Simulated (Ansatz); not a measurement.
## Two Ansatz runs on Ca

Structure: COD 9011034, as refined from experiment and not relaxed. It was measured hot, at 740 K.

First run: DFT, PBE, all-electron LAPW, scalar-relativistic (Ansatz 0.2.0).

Command: `ansatz run input.yaml --threads 1 --pin off --max-ram 2048MiB --backend cpu --events-out ev --progress --plain --runs-dir out` The run took about 2.2 s on 1 thread of a shared machine.

```yaml
crystal:
  lattice:
    - [-2.24, 2.24, 2.24]
    - [2.24, -2.24, 2.24]
    - [2.24, 2.24, -2.24]
  atoms:
    - { symbol: Ca, position: [0.0, 0.0, 0.0] }
kpoints:
  mp_grid: { grid: [10, 10, 10] }
scf:
  occupations: { method: fermi_dirac, width: 0.01 }
hamiltonian:
  xc: pbe
  pseudopotentials: { kind: all_electron, lapw: { basis_error: 0.00025 } }
output:
  forces: true
  stress: true
  eigenvalues: true
```

Result: converged; pressure -0.94 GPa; no gap on the k mesh; 5 SCF iterations.

A second run of a changed input logged this at its end:

```
Error: YAML parse error: error: line 21 column 19: invalid boolean (strict mode expects true/false)
  --> <input>:21:19
   |
19 |   eigenvalues: true
20 | magnetization:
21 |   spin_polarized: "yes please"
   |                   ^ invalid boolean (strict mode expects true/false)
```

Question: What was wrong with the input?

Answer: A value of the wrong type, by this change (others could give a like log):
```diff
@@ -10,4 +10,5 @@
 scf:
   occupations: { method: fermi_dirac, width: 0.01 }
+  max_iter: 80
 hamiltonian:
   xc: pbe
@@ -17,3 +18,5 @@
   stress: true
   eigenvalues: true
+magnetization:
+  spin_polarized: "yes please"
```
